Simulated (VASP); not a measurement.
A run of VASP 6.6.1:

Contents of INCAR:

```
PREC     = Accurate       # precision mode
ENCUT    = 600            # plane-wave cutoff, eV
EDIFF    = 1E-8           # SCF threshold, eV
ISMEAR   = 0              # smearing method
SIGMA    = 0.03           # smearing width, eV
LREAL    = False          # projectors in reciprocal space
LASPH    = True           # aspherical terms in the spheres
NELM     = 80             # most SCF steps
ALGO     = Normal         # electronic algorithm
ISIF     = 2              # what is computed and relaxed
LWAVE    = False          # write WAVECAR
LCHARG   = False          # write CHGCAR
GGA      = CA             # functional
LEPSILON = True           # dielectric tensor by DFPT
KPAR     = 2
```

File KPOINTS:

```
regular mesh
0
Monkhorst-Pack
  14 14 14
```

The input POSCAR:

```
CaF2                                    
1.0
    0.0000000000      2.6669704920      2.6669704920
    2.6669704920     -0.0000000000      2.6669704920
    2.6669704920      2.6669704920      0.0000000000
  Ca              F             
     1     2
Direct
     1.0000000000000000    0.0000000000000000    1.0000000000000000
     0.2500000000000000    0.2500000000000000    0.2500000000000000
     0.7500000000000000    0.7500000000000000    0.7500000000000000
```

Potentials or basis: VASP PAW LDA potentials, release 64 (Ca_sv, F).

Run with:

```console
$ cat potpaw_LDA.64/Ca_sv/POTCAR potpaw_LDA.64/F/POTCAR > POTCAR
$ mpirun -np 2 vasp_std > vasp.out
```

Hardware: 2 MPI ranks on Intel(R) Xeon(R) Platinum 8488C (Sapphire Rapids), with other jobs on the host.

How long does it take, and how much memory?

Run time: 33 min on 2 MPI ranks on Intel(R) Xeon(R) Platinum 8488C (Sapphire Rapids), on a shared host, peak memory 1.2 GiB a rank. Counts: scf iterations 185, k points 280.
